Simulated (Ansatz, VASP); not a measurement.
Zn8H in VASP and in Ansatz

```
Zn H
1.0
     0.00000    3.99894    3.99894
     3.99894    0.00000    3.99894
     3.99894    3.99894    0.00000
Zn H
8 1
Direct
  0.99233 0.99233 0.99233
  0.99233 0.99233 0.52301
  0.99233 0.52301 0.99233
  0.00099 0.49967 0.49967
  0.52301 0.99233 0.99233
  0.49967 0.00099 0.49967
  0.49967 0.49967 0.00099
  0.49967 0.49967 0.49967
  0.12500 0.12500 0.12500
```

Alike in both runs: functional PBE; k mesh 6 × 6 × 6; occupations gaussian, width 0.1 eV; no spin polarisation.

Ansatz relaxed the structure, and its values are those at the end. VASP's run is a single point on that final structure, the one shown.

|  | VASP | Ansatz |
| --- | --- | --- |
| version | VASP 6.6.1 | Ansatz 0.2.0 |
| potentials or method | VASP PAW PBE potentials, release 64 (Zn, H) | scalar-relativistic, plane waves, PAW |
| plane-wave cutoff (eV) | 520 | 420 |
| valence electrons in the cell | 97 | 97 |

Ansatz gave:

| Property | Result |
| --- | --- |
| gap on the k mesh at the Fermi level (eV) | none |
| pressure (GPa) | 0.0 |

Task: Which values does VASP return?

Result: gap on the k mesh at the Fermi level (eV): none; pressure (GPa): 0.3.

A gap of «none» marks a metal or a gap that the smearing closes. The functional is the same, so the differences come from potentials, cutoffs and numerics.
